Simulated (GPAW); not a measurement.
# Sb (P2_1/m) in GPAW: single point with LDA

Aim: the single point of Sb with LDA.

Program: GPAW 26.7.0. These are calculated values, not measurements. Logs are shortened: lines on timing, memory, paths and dates and some standing lists are left out, and cuts for length are marked. The log counts tension as positive stress, the text compression.

### Step 1. Starting point

Symmetry: P2_1/m, No. 11, monoclinic system. Conventional cell: a = 4.528 Å, b = 4.421 Å, c = 6.500 Å, α = 90.00°, β = 101.72°, γ = 90.00°. Sb (site symmetry m) has 3 Sb at 2.92 to 2.98 Å as nearest neighbours. Around Sb (site symmetry m) lie 3 Sb at 2.92 to 2.98 Å.

This isn't the form of Sb at room conditions, which is rhombohedral.

### Step 2. Single point, LDA

The input, run.py:

```python
from ase import Atoms
from ase.dft.bandgap import bandgap
from ase.io import write
from ase.units import GPa
from gpaw import GPAW, PW

atoms = Atoms(['Sb', 'Sb', 'Sb', 'Sb'],
              cell=[[4.5277, 0.0, 0.0],
                    [0.0, 4.4211, 0.0],
                    [-1.320519, 0.0, 6.364348]],
              scaled_positions=[[0.33993, 0.25, 0.68367],
                                [0.936638, 0.75, 0.762758],
                                [0.063362, 0.25, 0.237242],
                                [0.66007, 0.75, 0.31633]],
              pbc=True)

calc = GPAW(mode=PW(450),
            xc='LDA',
            kpts={'size': (4, 4, 3), 'gamma': True},
            occupations={'name': 'fermi-dirac', 'width': 0.05},
            nbands=46,
            maxiter=120,
            txt='gpaw.txt')
atoms.calc = calc
energy = atoms.get_potential_energy()
forces = atoms.get_forces()
stress = atoms.get_stress()
calc.write('gs.gpw')
write('result.traj', atoms)
print(f'Energy: {energy:.6f} eV')
print('Forces (eV/A):')
print(forces.round(4))
print('Stress (GPa):', (stress / GPa).round(3))
print('Fermi level:', round(calc.get_fermi_level(), 4), 'eV')
print(f'Gap: {bandgap(calc)[0]:.4f} eV, direct: {bandgap(calc, direct=True)[0]:.4f} eV')
```

Potentials or basis: the program's PAW data sets (release 1.2.1) made for this functional, pw.

Run with:

```console
$ OMP_NUM_THREADS=1 python run.py
```

gpaw.txt:

```text
__  _  _
 | _ |_)|_||  |
 |__||  | ||/\| - 26.7.0

Input parameters:
  mode=PW(ecut=450.00000000000006),
  kpts=MonkhorstPack(size=(4, 4, 3), gamma=True),
  maxiter=120,
  nbands=46,
  occupations=Occupations(name='fermi-dirac', width=0.05),
  xc=XC(name='LDA')

Diagonalizing LCAO Hamiltonian
Converting LCAO to pw mode

                 Sb

         Sb
               Sb

       Sb

Atoms  # Å, Bohr magnetons
|   | symbol |         x |        y |        z |    initial magnetic moments |
|---|--------|-----------|----------|----------|-----------------------------|
| 0 |     Sb |  0.636302 | 1.105275 | 4.351114 | ( 0.0000,  0.0000,  0.0000) |
| 1 |     Sb |  3.233579 | 3.315825 | 4.854457 | ( 0.0000,  0.0000,  0.0000) |
| 2 |     Sb | -0.026398 | 1.105275 | 1.509891 | ( 0.0000,  0.0000,  0.0000) |
| 3 |     Sb |  2.570879 | 3.315825 | 2.013234 | ( 0.0000,  0.0000,  0.0000) |

Unit cell  # Å
| periodic |         x |        y |        z |  lengths |     angles |
|----------|-----------|----------|----------|----------|------------|
|      yes |  4.527700 | 0.000000 | 0.000000 | 4.527700 |  90.000000 |
|      yes |  0.000000 | 4.421100 | 0.000000 | 4.421100 | 101.721803 |
|      yes | -1.320519 | 0.000000 | 6.364348 | 6.499900 |  90.000000 |

Number of symmetries: 2
Symmetry operations  # r_c * U_cc + t_c -> r_c
|   | kind |            matrix            |
|---|------|------------------------------|
| 0 |  E   |  1, 0, 0,  0, 1, 0,  0, 0, 1 |
| 1 |  i   | -1, 0, 0,  0,-1, 0,  0, 0,-1 |

BZ-sampling:
  Number of BZ points: 48
  Number of IBZ points: 26

  Monkhorst-Pack size: [4, 4, 3]
  Monkhorst-Pack shift: [0.125, 0.125, 0.0]

K-points  # in reciprocal-cell coordinates
|     |                                coordinates |     weight |
|-----|--------------------------------------------|------------|
|   0 | (  0.00000000,   0.00000000,   0.00000000) | 0.02083333 |
|   1 | (  0.00000000,   0.00000000,   0.33333333) | 0.04166667 |
|   2 | (  0.00000000,   0.25000000,  -0.33333333) | 0.04166667 |
|   3 | (  0.00000000,   0.25000000,   0.00000000) | 0.04166667 |
|   4 | (  0.00000000,   0.25000000,   0.33333333) | 0.04166667 |
|   5 | (  0.00000000,   0.50000000,   0.00000000) | 0.02083333 |
|   6 | (  0.00000000,   0.50000000,   0.33333333) | 0.04166667 |
|   7 | (  0.25000000,  -0.25000000,  -0.33333333) | 0.04166667 |
|   8 | (  0.25000000,  -0.25000000,   0.00000000) | 0.04166667 |
|   9 | (  0.25000000,  -0.25000000,   0.33333333) | 0.04166667 |
| ... |                                            |            |
|  25 | (  0.50000000,   0.50000000,   0.33333333) | 0.04166667 |

Plane wave coefficients: 2781
Cutoff: 450.00000000000006 eV

Spin-components: 1 (collinear spins)
Bands:           46
Projectors:      24
Spin-degeneracy: 2
Datatype:        complex128

Parallelization:
  kpt:    1
  domain: 1
  band:   1

Density:
  Valence electrons: 60.0
  Components: 1
  Grid points: [24 24 32]
  Charge: 0.0  # |e|

Potential:
  Grid points: [24 24 32]

species:
  Sb:
    name:    Antimony
    Z:       51.0
    valence: 15
    core:    36
    charge:  0.0  # [|e|]
    compensation charges:
      type: gauss
      rc: 0.36  # [Å]
      lmax: 2
    cutoffs:
      filter: 2.23  # [Å]
      core: 2.23  # [Å]
    projectors
    | kind |    occ | energy [eV] | rcut [Å] |
    |------|--------|-------------|----------|
    |   5s |  2.000 |     -13.069 |    1.154 |
    |   5p |  3.000 |      -4.994 |    1.233 |
    |   4d | 10.000 |     -33.564 |    1.196 |
    |    s |        |      14.142 |    1.154 |
    |    p |        |      22.217 |    1.233 |
    |    d |        |      -6.353 |    1.196 |

    Using partial waves for Sb as LCAO basis

Reference energy: -704529.745224  # eV

eigensolver:
  PPCG
  Converge bands: occupied
  niter=2

density mixing:
  MSR1-Mixer
  Pratt-step length: 0.05
  Maximum mixing coefficient: 0.75
  Old densities: 10
  SVD Regularization: 0.005
  Good broyden scale: 1.0
  Trust region scale: 1.0
  Backstep threshold: 4.0
  History deletion threshold: 6.0
  Fourier metric: weight=20.0, sigma=0.015

occupation numbers:
  Fermi-Dirac:
    width: 0.0500  # eV

poisson solver:
  ecut: 3600.0000000000005  # eV

xc functional:
  name: None

convergence criteria:
- Maximum [total energy] change in last 3 cyles: 0.0005 eV / valence electron
- Maximum integral of absolute [dens]ity change: 0.0001 electrons / valence electron
- Maximum integral of absolute [eigenst]ate change: 4e-08 eV^2 / valence electron
maximum number of iterations: 120

SCF iterations
|iter     | |      energy | eigst |  dens |
|---------|-|-------------|-------|-------|
|iter:   1| |  -19.615091 | +0.49 |       |
|iter:   2| |  -19.774255 | -1.16 | -1.67 |
|iter:   3| |  -19.978463 | -1.23 | -1.70 |
|iter:   4| |  -19.736174 | -1.49 | -1.70 |
|iter:   5| |  -19.734966 | -2.74 | -2.13 |
|iter:   6| |  -19.728825c| -3.06 | -2.44 |
|iter:   7| |  -19.728680c| -4.26 | -2.99 |
|iter:   8| |  -19.728676c| -5.25 | -3.54 |
|iter:   9| |  -19.728678c| -6.31 | -4.17c|
|iter:  10| |  -19.728679c| -7.48c| -4.75c|

Converged in 10 steps
Energy contributions relative to reference atoms: (reference = -704529.745224)

Energy contributions:
  Kinetic:          -8.716657
  Coulomb:           4.325015
  Zero:              0.815091
  External:          0.000000
  Xc:              -16.144664
  Entropy:          -0.014928
  Spinorbit:         0.000000
  ----------------------------
  Free energy:     -19.736142
  Extrapolated:    -19.728679

dipole moment: (-0.000001, -0.000002, -0.000003)  # |e|*Ang

Fermi level: 5.623
Eigenvalues  # (at kpt = [0.000, 0.000, 0.000])
| band index |      eig [eV] | occ [0-2] |
|------------|---------------|-----------|
|          0 |       -23.239 |     2.000 |
|        ... |               |           |
|         21 |        -4.058 |     2.000 |
|         22 |        -1.619 |     2.000 |
|         23 |        -0.666 |     2.000 |
|         24 |         1.544 |     2.000 |
|         25 |         2.384 |     2.000 |
|         26 |         3.042 |     2.000 |
[... 8 lines left out ...]
|         35 |         9.252 |     0.000 |
|         36 |         9.743 |     0.000 |
|        ... |               |           |
|         45 |        15.381 |     0.000 |

No gap
No difference between direct/indirect transitions

Forces  # eV/Ang
|        x |        y |        z |
|----------|----------|----------|
| -0.12406 |  0.00002 | -0.08069 |  # Sb   0
|  0.12671 | -0.00002 | -0.19133 |  # Sb   1
| -0.12671 |  0.00002 |  0.19133 |  # Sb   2
|  0.12406 | -0.00002 |  0.08069 |  # Sb   3

Stress tensor  # eV/Ang^3
|         x |         y |        z |
|-----------|-----------|----------|
|  0.035959 | -0.000000 | 0.000239 |
| -0.000000 |  0.033915 | 0.000000 |
|  0.000239 |  0.000000 | 0.030957 |

# Writing to gs.gpw (mode='')
```

Run time: 72 s. Hardware: 1 thread of Arm Neoverse V1, shared host; peak memory 0.21 GiB.

What came out:

* Free energy: -19.7361 eV
* Pressure: -5.4 GPa
* Largest force: 0.229 eV/Å
* Band gap on the k mesh: none (metal or under the smearing width)

Forces on the atoms (eV/Å):
```
Sb  -0.124  0.000 -0.081
Sb   0.127  0.000 -0.191
Sb  -0.127  0.000  0.191
Sb   0.124  0.000  0.081
```

Caveat: the cutoff is short for stress and forces, so pressures can be off by a GPa or more.
